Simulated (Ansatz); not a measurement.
InCuS₂ (chalcopyrite)

```
CELL_PARAMETERS angstrom
     -2.74161     2.74161     5.52189
      2.74161    -2.74161     5.52189
      2.74161     2.74161    -5.52189
ATOMIC_POSITIONS crystal
  Cu 0.75000 0.25000 0.50000
  Cu 0.00000 0.00000 0.00000
  In 0.25000 0.75000 0.50000
  In 0.50000 0.50000 0.00000
  S  0.09207 0.12500 0.46707
  S  0.65793 0.62500 0.53293
  S  0.37500 0.90793 0.03293
  S  0.87500 0.34207 0.96707
```

The slice is a (1 0 -1) plane (indices of the conventional cell) through the point (0.875, 0.342, 0.967) (fractional), spanned by u = [101] and v = [121] in vectors of this cell: u (5.48 Å) and v (12.33 Å, at 90° to u). It covers one period; positions are fractions (u, v).

Calculation: PBEsol (plane waves to 420 eV, PAW, scalar-relativistic; Ansatz, an electronic-structure program). k mesh 9×9×9. Inside the PAW spheres the values are not all-electron values, and peaks at nuclei hang on which shells count as valence. At this level the bands of InCuS2 touch or barely overlap; measurements give the solid a gap. InCuS2 is run without spin polarisation. InCuS2 was relaxed with its symmetry unable to fall.

**Question.** Predict the map of the electron localisation function (ELF) on the slice.

**Answer.** 
```
|##@@##::..      ::##%%|
|%%++........      --##|
|::..::--......      ..|
|....::--..::--..      |
|--::......====..    ::|
|##**--....--::....::++|
|%%##==      ..::::::++|
|##**--      ..::::::--|
|==--..  ..----::::::::|
|..    ::**%%%%++::....|
|    ..++@@##%%@@++..  |
|    ..##@@xxxx@@##..  |
|      ++%%##@@@@==....|
|      ..**%%%%::......|
|..        ::::..--::..|
|--::        ..::--::..|
|==--    ..----......::|
|--::....--**##++....::|
|....::::::##%%**::    |
|..::--::::**##++..    |
|--::::::::----::    ::|
|%%##--......    ..==##|
|##@@%%::        ::%%@@|
|xxxx@@--        --@@xx|
```
Scale: ten equal steps from 0.02 (start of ' ') to 0.89 (end of '@'), in the order ' .:-=+*#%@'. Values: electron localisation function (ELF). The map has 11 points along u (two characters each, u = 0 at the left) and 24 along v (v = 0 in the bottom row). Points within 0.5 Å of a nucleus are blanked (x), as the pseudised field means little there.
